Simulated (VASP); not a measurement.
# CaF2 (Fm-3m) in VASP: single point with r2SCAN

Aim: the single point of CaF2 with r2SCAN.

All numbers are computed with VASP 6.6.1; they aren't measurements. Logs are shortened: lines on timing, memory, paths and dates and some standing lists are left out, and cuts for length are marked.

### 1 The structure

It takes space group Fm-3m (No. 225, cubic). The conventional cell has a = 5.463 Å, b = 5.463 Å, c = 5.463 Å, α = 90.00°, β = 90.00°, γ = 90.00°. Ca (site symmetry m-3m) has 8 F at 2.37 Å as nearest neighbours. Around F (site symmetry -43m) lie 4 Ca at 2.37 Å.

### 2 Single point, r2SCAN

Input file POSCAR:

```
CaF2
1.0
    0.0000000000      2.7312500000      2.7312500000
    2.7312500000      0.0000000000      2.7312500000
    2.7312500000      2.7312500000      0.0000000000
Ca F
1 2
Direct
    0.0000000000      0.0000000000      0.0000000000
    0.2500000000      0.2500000000      0.2500000000
    0.7500000000      0.7500000000      0.7500000000
```

Input file INCAR.step1:

```
ALGO     = Normal         # electronic algorithm
EDIFF    = 1E-4           # SCF threshold, eV
ENCUT    = 520            # plane-wave cutoff, eV
GGA      = PE             # functional
ISMEAR   = 0              # smearing method
LASPH    = T              # aspherical terms in the spheres
LCHARG   = F              # write CHGCAR
LREAL    = F              # projectors in reciprocal space
LWAVE    = T              # write WAVECAR
NBANDS   = 19             # bands
NELM     = 60             # most SCF steps
PREC     = Accurate       # precision mode
SIGMA    = 0.1            # smearing width, eV
```

Input file INCAR.step2:

```
ALGO     = Normal         # electronic algorithm
EDIFF    = 1E-6           # SCF threshold, eV
ENCUT    = 520            # plane-wave cutoff, eV
ISIF     = 2              # what is computed and relaxed
ISMEAR   = 0              # smearing method
ISTART   = 1            
LASPH    = T              # aspherical terms in the spheres
LCHARG   = F              # write CHGCAR
LMIXTAU  = T            
LREAL    = F              # projectors in reciprocal space
LWAVE    = F              # write WAVECAR
METAGGA  = R2SCAN         # meta-GGA
NBANDS   = 19             # bands
NELM     = 60             # most SCF steps
PREC     = Accurate       # precision mode
SIGMA    = 0.1            # smearing width, eV
```

Input file KPOINTS:

```
k-points
0
Gamma
  6 6 6
```

Potentials or basis: VASP PAW PBE potentials, release 64 (Ca_sv, F).

Command:

```sh
> cat potpaw_PBE.64/Ca_sv/POTCAR potpaw_PBE.64/F/POTCAR > POTCAR
> cp INCAR.step1 INCAR
> mpirun -np 1 vasp_std > vasp.out
> cp INCAR.step2 INCAR
> mpirun -np 1 vasp_std > vasp.out
```

OUTCAR:

```text
EDIFF = 1E-6
   ENCUT = 520
   ISIF = 2
   ISMEAR = 0
   ISTART = 1
   LASPH = T
   LREAL = F
   METAGGA = R2SCAN
   NELM = 60
   PREC = Accurate

 ion  position               nearest neighbor table
   1  0.000  0.000  0.000-   2 2.37   3 2.37   3 2.37   3 2.37   3 2.37   2 2.37   2 2.37   2 2.37

   2  0.250  0.250  0.250-   1 2.37   1 2.37   1 2.37   1 2.37
   3  0.750  0.750  0.750-   1 2.37   1 2.37   1 2.37   1 2.37

  LATTYP: Found a face centered cubic cell.
 ALAT       =     5.4625000000

  Lattice vectors:

 A1 = (   0.0000000000,   2.7312500000,   2.7312500000)
 A2 = (   2.7312500000,   0.0000000000,   2.7312500000)
 A3 = (   2.7312500000,   2.7312500000,   0.0000000000)

Analysis of symmetry for initial positions (statically):
=====================================================================
 Subroutine PRICEL returns:
 Original cell was already a primitive cell.

 Routine SETGRP: Setting up the symmetry group for a
 face centered cubic supercell.

 Subroutine GETGRP returns: Found 48 space group operations
 (whereof 48 operations were pure point group operations)
 out of a pool of 48 trial point group operations.

The static configuration has the point symmetry O_h .

Analysis of symmetry for dynamics (positions and initial velocities):
=====================================================================
 Subroutine PRICEL returns:
 Original cell was already a primitive cell.

 Routine SETGRP: Setting up the symmetry group for a
 face centered cubic supercell.

 Subroutine GETGRP returns: Found 48 space group operations
 (whereof 48 operations were pure point group operations)
 out of a pool of 48 trial point group operations.

The dynamic configuration has the point symmetry O_h .

 Subroutine INISYM returns: Found 48 space group operations
 (whereof 48 operations are pure point group operations),
 and found     1 'primitive' translations

----------------------------------------------------------------------------------------

                                     Primitive cell

  volume of cell :      40.7488

  direct lattice vectors                    reciprocal lattice vectors
     0.000000000  2.731250000  2.731250000    -0.183066362  0.183066362  0.183066362
     2.731250000  0.000000000  2.731250000     0.183066362 -0.183066362  0.183066362
     2.731250000  2.731250000  0.000000000     0.183066362  0.183066362 -0.183066362

  length of vectors
     3.862570792  3.862570792  3.862570792     0.317080239  0.317080239  0.317080239

  position of ions in fractional coordinates (direct lattice)
     0.000000000  0.000000000  0.000000000
     0.250000000  0.250000000  0.250000000
     0.750000000  0.750000000  0.750000000

  ion indices of the primitive-cell ions
   primitive index   ion index
                 1           1
                 2           2
                 3           3

----------------------------------------------------------------------------------------

 KPOINTS: k-points

Automatic generation of k-mesh.
 Grid dimensions read from file:
 generate k-points for:    6    6    6

 Generating k-lattice:

  Cartesian coordinates                     Fractional coordinates (reciprocal lattice)
    -0.030511060  0.030511060  0.030511060     0.166666667  0.000000000  0.000000000
     0.030511060 -0.030511060  0.030511060     0.000000000  0.166666667  0.000000000
     0.030511060  0.030511060 -0.030511060     0.000000000  0.000000000  0.166666667

  Length of vectors
     0.052846707  0.052846707  0.052846707

  Shift w.r.t. Gamma in fractional coordinates (k-lattice)
     0.000000000  0.000000000  0.000000000

 Subroutine IBZKPT returns following result:
 ===========================================

 Found     16 irreducible k-points:

 Following reciprocal coordinates:
            Coordinates               Weight
  0.000000  0.000000  0.000000      1.000000
  0.166667  0.000000  0.000000      8.000000
  0.333333  0.000000  0.000000      8.000000
  0.500000  0.000000  0.000000      4.000000
  0.166667  0.166667  0.000000      6.000000
  0.333333  0.166667  0.000000     24.000000
[... 8 lines left out ...]
 -0.333333  0.333333  0.166667     24.000000
 -0.333333  0.500000  0.166667     12.000000
   k-points           NKPTS =     16   k-points in BZ     NKDIM =     16   number of bands    NBANDS=     19
   number of dos      NEDOS =    301   number of ions     NIONS =      3
   total plane-waves  NPLWV =  27000
   dimension x,y,z NGX =    30 NGY =   30 NGZ =   30
   dimension x,y,z NGXF=    60 NGYF=   60 NGZF=   60
   ions per type =               1   2
   NGX,Y,Z   is equivalent  to a cutoff of  12.91, 12.91, 12.91 a.u.
   NGXF,Y,Z  is equivalent  to a cutoff of  25.82, 25.82, 25.82 a.u.
 SYSTEM =  unknown system
   PREC   = accura    normal or accurate (medium, high low for compatibility)
   ISTART =      1    job   : 0-new  1-cont  2-samecut
   ICHARG =      0    charge: 1-file 2-atom 10-const
   ISPIN  =      1    spin polarized calculation?
   LNONCOLLINEAR =      F non collinear calculations
   LSORBIT =      F    spin-orbit coupling
   LASPH  =      T    aspherical Exc in radial PAW
   ENCUT  =  520.0 eV  38.22 Ry    6.18 a.u.   7.18  7.18  7.18*2*pi/ulx,y,z
   NELM   =     60;   NELMIN=  2; NELMDL=  0     # of ELM steps
   EDIFF  = 0.1E-05   stopping-criterion for ELM
   LREAL  =      F    real-space projection
   EDIFFG = 0.1E-04   stopping-criterion for IOM
   NSW    =      0    number of steps for IOM
   IBRION =     -1    ionic relax: 0-MD 1-quasi-New 2-CG
   NFREE  =      0    steps in history (QN), initial steepest desc. (CG)
   ISIF   =      2    stress and relaxation
   ISYM   =      2    0-nonsym 1-usesym 2-fastsym
   POTIM  = 0.5000    time-step for ionic-motion
   TEBEG  =    0.0;   TEEND  =   0.0 temperature during run
   PSTRESS=    0.0 pullay stress
   NELECT =      24.0000    total number of electrons
   NUPDOWN=      -1.0000    fix difference up-down
   EMIN   =  10.00;   EMAX   =-10.00  energy-range for DOS
   EFERMI =   0.00;   METHOD = LEGACY
   ISMEAR =     0;   SIGMA  =   0.10  broadening in eV -4-tet -1-fermi 0-gaus
   EFERMI_NEDOS =   21; number of points for ismear=-14 and -15
   IALGO  =     38    algorithm
   IMIX   =      4    mixing-type and parameters
     AMIX     =   0.40;   BMIX     =  1.00
     AMIX_MAG =   1.60;   BMIX_MAG =  1.00
  volume/ion in A,a.u.               =      13.58        91.66
  Fermi-wavevector in a.u.,A,eV,Ry     =   1.372273  2.593220 25.621575  1.883133
  Thomas-Fermi vector in A             =   2.497895
   LORBIT       =      0    0 simple, 1 ext, 2 COOP (PROOUT), +10 PAW based schemes
   METAGGA = R2SCAN    functional components
   LHFCALC =     F    Hartree Fock is set to
   AEXX    =    0.0000 exact exchange contribution
   IVDW    =     0    specifies the selected vdW correction
   LEPSILON=     F    determine dielectric tensor
   LRPA    =     F    only Hartree local field effects (RPA)
 non-spin polarized calculation
 Gauss-broadening in eV      SIGMA  =   0.10
  energy-cutoff  :      520.00
  volume of cell :       40.75
 maximum number of plane-waves:      1113
 NGX is ok and might be reduce to    30
   NGX = 15   NGY = 15   NGZ = 15

 number of electron      23.9999987 magnetization

 Free energy of the ion-electron system (eV)
  ---------------------------------------------------
  ext. energy  EPLUGINS =         0.00000000
  ---------------------------------------------------
  free energy    TOTEN  =       -25.94939763 eV

  energy without entropy =      -25.94939763  energy(sigma->0) =      -25.94939763

 E-fermi :  -0.9448     XC(G=0): -10.2436

 val. band max:       -1.5413736081   @ k =   0.5000   0.5000   0.0000
 cond. band min:       6.4031686010   @ k =   0.0000   0.0000   0.0000
 fundamental gap:      7.9445422091
 Fermi energy:        -0.9448426828

 k-point     1 :       0.0000    0.0000    0.0000
  band No.  band energies     occupation
      1     -38.7939      2.00000
      2     -22.6043      2.00000
      3     -21.8563      2.00000
      4     -18.8568      2.00000
      5     -18.8568      2.00000
      6     -18.8568      2.00000
[... 11 lines left out ...]
     18      10.6124      0.00000
     19      16.2810      0.00000

 k-point     2 :       0.1667    0.0000    0.0000
  band No.  band energies     occupation
      1     -38.7855      2.00000
      2     -22.6484      2.00000
      3     -21.9243      2.00000
      4     -18.8673      2.00000
      5     -18.8673      2.00000
      6     -18.7624      2.00000
[... 11 lines left out ...]
     18      10.5428      0.00000
     19      15.1241      0.00000

 k-point     3 :       0.3333    0.0000    0.0000
  band No.  band energies     occupation
      1     -38.7687      2.00000
      2     -22.6795      2.00000
      3     -22.1232      2.00000
      4     -18.8881      2.00000
      5     -18.8881      2.00000
      6     -18.5590      2.00000
[... 11 lines left out ...]
     18      10.4047      0.00000
     19      13.6226      0.00000

 k-point     4 :       0.5000    0.0000    0.0000
  band No.  band energies     occupation
      1     -38.7602      2.00000
      2     -22.6510      2.00000
      3     -22.2690      2.00000
      4     -18.8985      2.00000
      5     -18.8984      2.00000
      6     -18.4522      2.00000
[... 11 lines left out ...]
     18      10.3361      0.00000
     19      13.2569      0.00000

 k-point     5 :       0.1667    0.1667    0.0000
  band No.  band energies     occupation
      1     -38.7827      2.00000
      2     -22.6723      2.00000
      3     -21.9320      2.00000
      4     -18.8829      2.00000
      5     -18.8828      2.00000
      6     -18.7118      2.00000
[... 11 lines left out ...]
     18      10.5013      0.00000
     19      15.7992      0.00000
[... 158 lines left out ...]
      2     -22.8507      2.00000
      3     -22.1507      2.00000
      4     -18.9604      2.00000
      5     -18.9604      2.00000
      6     -18.2839      2.00000
[... 11 lines left out ...]
     18      12.7257      0.00000
     19      14.0449      0.00000

 k-point    14 :       0.5000    0.3333    0.1667
  band No.  band energies     occupation
      1     -38.7575      2.00000
      2     -22.6939      2.00000
      3     -22.2550      2.00000
      4     -18.9267      2.00000
      5     -18.7864      2.00000
      6     -18.5159      2.00000
[... 11 lines left out ...]
     18      11.2574      0.00000
     19      14.6949      0.00000

 k-point    15 :      -0.3333    0.3333    0.1667
  band No.  band energies     occupation
      1     -38.7518      2.00000
      2     -22.5644      2.00000
      3     -22.4717      2.00000
      4     -18.9409      2.00000
      5     -18.6610      2.00000
      6     -18.5581      2.00000
[... 11 lines left out ...]
     18      12.4021      0.00000
     19      14.1375      0.00000

 k-point    16 :      -0.3333    0.5000    0.1667
  band No.  band energies     occupation
      1     -38.7491      2.00000
      2     -22.6987      2.00000
      3     -22.3534      2.00000
      4     -18.9621      2.00000
      5     -18.7623      2.00000
      6     -18.4285      2.00000
[... 11 lines left out ...]
     18      13.6233      0.00000
     19      14.0436      0.00000

------------------------ aborting loop because EDIFF is reached ----------------------------------------

  FORCE on cell =-STRESS in cart. coord.  units (eV):
  Direction    XX          YY          ZZ          XY          YZ          ZX
  --------------------------------------------------------------------------------------
  -------------------------------------------------------------------------------------
  Total       -0.1416213     -0.1416213     -0.1416213      0.0000000     -0.0000000     -0.0000000
  in kB       -5.5683297     -5.5683297     -5.5683297      0.0000000     -0.0000000     -0.0000000
  external PRESSURE =      -5.5683297 kB  Pullay stress =       0.0000000 kB

 VOLUME and BASIS-vectors are now :
 -----------------------------------------------------------------------------
  energy-cutoff  :      520.00
  volume of cell :       40.75
      direct lattice vectors                 reciprocal lattice vectors
     0.000000000  2.731250000  2.731250000    -0.183066362  0.183066362  0.183066362
     2.731250000  0.000000000  2.731250000     0.183066362 -0.183066362  0.183066362
     2.731250000  2.731250000  0.000000000     0.183066362  0.183066362 -0.183066362

 POSITION                                       TOTAL-FORCE (eV/Angst)
 -----------------------------------------------------------------------------------
      0.00000      0.00000      0.00000        -0.000000      0.000000      0.000000
      1.36563      1.36563      1.36563         0.000000      0.000000      0.000000
      4.09688      4.09688      4.09688        -0.000000     -0.000000     -0.000000
 -----------------------------------------------------------------------------------
    total drift:                                0.000000     -0.000000      0.000000

  FREE ENERGIE OF THE ION-ELECTRON SYSTEM (eV)
  ---------------------------------------------------
  free  energy   TOTEN  =       -25.9493976334 eV

  energy  without entropy=      -25.9493976334  energy(sigma->0) =      -25.94939763
```

Run time: 45 s. Hardware: 1 thread of AMD EPYC 9R14 (Zen 4), shared host; peak memory 0.14 GiB.

What came out:

```yaml
Free_energy: -25.9494 eV
Pressure: -0.6 GPa
Band_gap_on_the_k_mesh: 7.94 eV, indirect (least direct gap 8.20 eV)
```

Caveat: the PAW data sets were made with another functional, which shifts forces and pressure a little. r2SCAN opens gaps a little over a GGA but as a rule still falls short of measured ones.
